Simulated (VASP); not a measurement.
Input of a VASP 6.6.1 run:

File INCAR:

```
SYSTEM = PbSe
ALGO = Normal
EDIFF = 1E-6
ENCUT = 520
GGA = PS
ISIF = 2
ISMEAR = 0
LASPH = .TRUE.
LCHARG = .FALSE.
LREAL = .FALSE.
LWAVE = .FALSE.
NBANDS = 17
NELM = 100
PREC = Accurate
SIGMA = 0.01
```

File KPOINTS:

```
k-points
0
G
  10 10 10
  0 0 0
```

Contents of POSCAR:

```
PbSe
1.0
    0.0000000000      3.0515521256      3.0515521256
    3.0515521256      0.0000000000      3.0515521256
    3.0515521256      3.0515521256      0.0000000000
Pb Se
1 1
Direct
    0.0000000000      0.0000000000      0.0000000000
    0.5000000000      0.5000000000      0.5000000000
```

Potentials or basis: VASP PAW PBE potentials, release 64 (Pb_d, Se).

Command:

```sh
$ cat potpaw_PBE.64/Pb_d/POTCAR potpaw_PBE.64/Se/POTCAR > POTCAR
$ mpirun -np 1 vasp_std > vasp.out
```

(1) What does it give for the pressure?

(2) What does it give for the band gap on the k mesh?

Results:

(1) 0.0 GPa.

(2) 0.17 eV, direct.

Caveat: the PAW data sets were made with another functional, which shifts forces and pressure a little; spin-orbit coupling is left out, which moves the levels of the heavy elements.

**Measured values to compare with.**

From a printed reference work, monograph, for a bulk crystal of PbSe at 300 K: band gap 0.28 eV (direct).

Against the measured gap of PbSe, 0.28 eV (direct; 300 K; a printed reference work, monograph), the calculated 0.17 eV is off by -0.11 eV. 2 values of this kind are on record (0.15 to 0.28 eV); this one was drawn at random. Spin-orbit coupling on Pb, Se is left out. The value is that of PBEsol on a finite k mesh, which can miss the band edges, without temperature or zero-point motion. Semilocal functionals fall short of measured gaps as a rule.
